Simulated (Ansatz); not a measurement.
**How far is PAW off for Se?**

```yaml
crystal:
  lattice:
    - [4.35517, 0.02178, 0.02178]
    - [-2.15873, 3.76080, 0.00797]
    - [0.02475, 0.02475, 4.94945]
  atoms:
    - { symbol: Se, position: [0.21700, 0.00000, 0.16667] }
    - { symbol: Se, position: [0.00000, 0.21700, 0.83333] }
    - { symbol: Se, position: [0.78300, 0.78300, 0.50000] }
```

Atom numbers follow the list: Se1, Se2, Se3.

The cell comes from COD entry 9008579, which wasn't checked; take it as a given geometry. The listed cell was then made from it by scaling, straining or moving an atom.

All numbers are computed: DFT, PBE, PAW with Ansatz's default frozen-core files, scalar-relativistic (Ansatz 0.2.0); DFT, PBE, all-electron PAW with datasets made for the crystal, scalar-relativistic (Ansatz 0.2.0); DFT, PBE, all-electron LAPW, scalar-relativistic (Ansatz 0.2.0).

For PAW: a Γ-centred 8×8×6 k mesh, Fermi–Dirac smearing of 0.03 eV, cutoff 420 eV, no spin polarisation. The crystal-made all-electron datasets (AE datasets) take a cutoff of 200 eV at this cell. LAPW targets a basis error of 0.5 meV/atom. The Ansatz runs share mesh, smearing and spin set-up. Plane-wave (PAW) pressures include the program's estimate of the Pulay term.

Stress and pressure are positive in compression.

The change that made this cell: equal xy, yz and zx engineering shear strains of +1 %.

```
              quantity     PAW  AE datasets    LAPW
        pressure (GPa)    5.54         5.52    5.53
       stress xx (GPa)    4.87         4.86    4.86
       stress yy (GPa)    4.37         4.36    4.36
       stress zz (GPa)    7.38         7.36    7.36
       stress yz (GPa)   -0.55        -0.55   -0.55
       stress xz (GPa)   -0.31        -0.31   -0.31
       stress xy (GPa)    0.12         0.12    0.12
force on Se1, x (eV/Å)   1.205        1.199   1.198
force on Se2, y (eV/Å)   0.928        0.923   0.922
force on Se3, y (eV/Å)  -0.953       -0.948  -0.947
         band gap (eV)       ?        1.099   1.099
```

(1) Fill in "PAW" for the row "band gap (eV)".

Results:

(1) 1.088.
